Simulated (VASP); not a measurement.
The system is Mg2Si.

```
Mg Si
1.0
     0.00000    3.16177    3.16177
     3.16177    0.00000    3.16177
     3.16177    3.16177    0.00000
Mg Si
2 1
Direct
  0.25000 0.25000 0.25000
  0.75000 0.75000 0.75000
  0.00000 0.00000 0.00000
```

The cell is a database's computed one.

Base run:

```yaml
Program: VASP 6.6.1
Functional: PBEsol
Potentials_or_basis: VASP PAW PBE potentials, release 64 (Mg, Si)
Cutoff: 700 eV
k_mesh: 10 × 10 × 10
Occupations: gaussian, width 0.1 eV
Spin: no spin polarisation
```

Its results: band gap on the k mesh 0.11 eV, indirect (least direct gap 1.89 eV); pressure 0.0 GPa.

**Question.** The run is repeated on the same cell with these changes: functional from PBEsol to r2SCAN; cutoff from 700 eV to 520 eV. What comes out?

**Answer.** Band gap on the k mesh 0.44 eV, indirect (least direct gap 2.49 eV); pressure 0.1 GPa.

r2SCAN gives the wider gap, since meta-GGAs in the generalised Kohn-Sham scheme recover part of the derivative discontinuity.

Caveats: the PAW data sets were made with another functional, which shifts forces and pressure a little.

A k mesh can miss the band edges.
